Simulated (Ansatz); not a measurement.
# NaH: the cell at several levels of theory

Cell and atoms of NaH built on the CsCl prototype are relaxed in turn with PBE, r2SCAN, PBEsol, LDA and HSE06. This is a trial cell built on a prototype, not taken from a measured structure, and it needn't be the compound's ground state.

Code: Ansatz 0.2.0. PAW datasets, plane waves, zero pressure. Values at 0 K without nuclear motion; spin polarisation is off, and the phase may be a hypothetical one.

## (1) Starting point

This is the cell as the run starts from it, not yet at rest; its lengths are not the crystal's.

Space group Pm-3m (No. 221), cubic; a = 2.421 Å in the conventional setting, 7.10 Å³ an atom. Around Na lie 8 H at 2.10 Å; around H lie 8 Na at 2.10 Å.

Coordinates:

```
Na H
1.0
     2.42134    0.00000    0.00000
     0.00000    2.42134    0.00000
     0.00000    0.00000    2.42134
Na H
1 1
Direct
  0.00000 0.00000 0.00000
  0.50000 0.50000 0.50000
```

## (2) Relaxation with PBE

Contents of input.yaml:

```yaml
crystal:
  lattice:
    - [2.4213389016, 0.0, 0.0]
    - [0.0, 2.4213389016, 0.0]
    - [0.0, 0.0, 2.4213389016]
  atoms:
    - { symbol: Na, position: [0.0, 0.0, 0.0] }
    - { symbol: H, position: [0.5, 0.5, 0.5] }
kpoints:
  mp_grid: { grid: [10, 10, 10] }
hamiltonian:
  xc: pbe
scf:
  occupations: { method: fermi_dirac, width: 0.02 }
relax:
  f_tol: 0.005
  cell: {}
```

The run is started by

```console
$ ansatz run input.yaml --threads 2 --pin off --max-ram 2211MiB --backend cpu --events-out ev --progress --plain --runs-dir out
```

After this run come: Relaxation with r2SCAN; Relaxation with PBEsol; LDA: cell and atoms; HSE06: cell and atoms.

**Question.** What will these runs give? Wanted: for each run, a; volume; space group; SCF geometries.

**Answer**, as computed:

| level | a (Å) | volume (Å³/atom) | space group | SCF geometries |
| --- | --- | --- | --- | --- |
| PBE | 2.965 | 13.033 | Pm-3m | 11 |
| r2SCAN | 2.932 | 12.608 | Pm-3m | 4 |
| PBEsol | 2.938 | 12.680 | Pm-3m | 4 |
| LDA | 2.874 | 11.865 | Pm-3m | 5 |
| HSE06 | 2.943 | 12.745 | Pm-3m | 4 |

In words: From the start to the first minimum the volume moved by +83.6 %. The volume runs from LDA (least) to PBE (most), a spread of 9.8 %, or 3.2 % in length if all axes shared it alike. The meshes differ: PBE 10×10×10, r2SCAN 8×8×8, PBEsol 8×8×8, LDA 8×8×8, HSE06 6×6×6.
